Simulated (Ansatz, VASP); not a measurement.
BiTe in VASP and in Ansatz

File INCAR:

```
  ALGO = Normal
  EDIFF = 1E-7
  ENCUT = 520
  GGA = PE
  ISIF = 2
  ISMEAR = -1
  LASPH = T
  LCHARG = F
  LREAL = F
  LWAVE = F
  NBANDS = 18
  NELM = 80
  PREC = Accurate
  SIGMA = 0.05
```

KPOINTS

```
k-points
0
Gamma
  7 7 7
```

POSCAR

```
BiTe
1.0
    2.4545891627      1.4171577139      3.3609455389
   -2.4545891627      1.4171577139      3.3609455389
    0.0000000000     -2.8343154277      3.3609455389
Bi Te
1 1
Direct
    0.5000000000      0.5000000000      0.5000000000
    0.0000000000      0.0000000000      0.0000000000
```

Contents of input.yaml:

```yaml
crystal:
  lattice:
    - [2.4545891627, 1.4171577139, 3.3609455389]
    - [-2.4545891627, 1.4171577139, 3.3609455389]
    - [0.0, -2.8343154277, 3.3609455389]
  atoms:
    - { symbol: Bi, position: [0.5, 0.5, 0.5] }
    - { symbol: Te, position: [0.0, 0.0, 0.0] }
hamiltonian:
  xc: pbe
  pseudopotentials: { kind: paw }
kpoints:
  mp_grid: { grid: [7, 7, 7] }
scf:
  occupations: { method: fermi_dirac, width: 0.05 }
output:
  forces: true
  stress: true
  eigenvalues: true
  write_density: true
  write_potential: true
  elf: true
  volumetric_format: npy
```

Change from the starting cell: volume scaled by 1.04.

Alike in both runs: task single point; functional PBE; k mesh 7 × 7 × 7; occupations fermi-dirac, width 0.05 eV; no spin polarisation.

|  | VASP | Ansatz |
| --- | --- | --- |
| version | VASP 6.6.1 | Ansatz 0.2.0 |
| potentials or method | VASP PAW PBE potentials, release 64 (Bi_d, Te) | Ansatz PAW |
| plane-wave cutoff (eV) | 520 | 420 |
| valence electrons in the cell | 21 | 31 |

|  | VASP | Ansatz | Ansatz less VASP |
| --- | --- | --- | --- |
| gap on the k mesh at the Fermi level (eV) | none | none | - |
| pressure (GPa) | -1.6 | -1.6 | +0.06 |
| largest component of the traceless stress (GPa) | 0.30 | 0.30 | -0.001 |

A gap of «none» marks a metal or a gap that the smearing closes. The functional is the same, so the differences come from potentials, cutoffs and numerics. The two sets of potentials don't hold the same shells in valence.

Caveats: spin-orbit coupling is left out, which moves the levels of the heavy elements.
